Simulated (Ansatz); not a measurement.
Zinc-blende AlSb was calculated with r²SCAN0 (plane waves, PAW; Ansatz, a quantum-chemistry and plane-wave program).

Run with plane-wave cutoff 520 eV, 8×8×8 k mesh, Fermi–Dirac smearing 0.01 eV, scalar-relativistic PAW data made under PBE.

The cell is scaled about its equilibrium volume:

```json
[
 {"V (Å³/atom)": "27.493", "P (GPa)": "3.55", "direct gap at Γ (eV)": "3.781", "smallest gap on the k mesh (eV)": "2.445"},
 {"V (Å³/atom)": "28.216", "P (GPa)": "1.71", "direct gap at Γ (eV)": "3.533", "smallest gap on the k mesh (eV)": "2.490"},
 {"V (Å³/atom)": "28.940", "P (GPa)": "0.09", "direct gap at Γ (eV)": "3.293", "smallest gap on the k mesh (eV)": "2.531"},
 {"V (Å³/atom)": "29.323", "P (GPa)": "-0.69", "direct gap at Γ (eV)": "3.170", "smallest gap on the k mesh (eV)": "2.552"},
 {"V (Å³/atom)": "29.663", "P (GPa)": "-1.33", "direct gap at Γ (eV)": "3.063", "smallest gap on the k mesh (eV)": "2.569"},
 {"V (Å³/atom)": "30.387", "P (GPa)": "-2.58", "direct gap at Γ (eV)": "2.840", "smallest gap on the k mesh (eV)": "2.603"}
]
```

The fundamental gap (2.52 eV at the equilibrium volume, with added k points) lies elsewhere than Γ–Γ.

Measured, for comparison: band gap 1.73 eV (zero-point renormalisation of 35 meV (experimental, the table's column) added back here, indirect; inputs from Miglio et al. (2020), arXiv:2011.12765).

Spin–orbit coupling is not included; with these elements it can move the gap by several tenths of an eV or more.
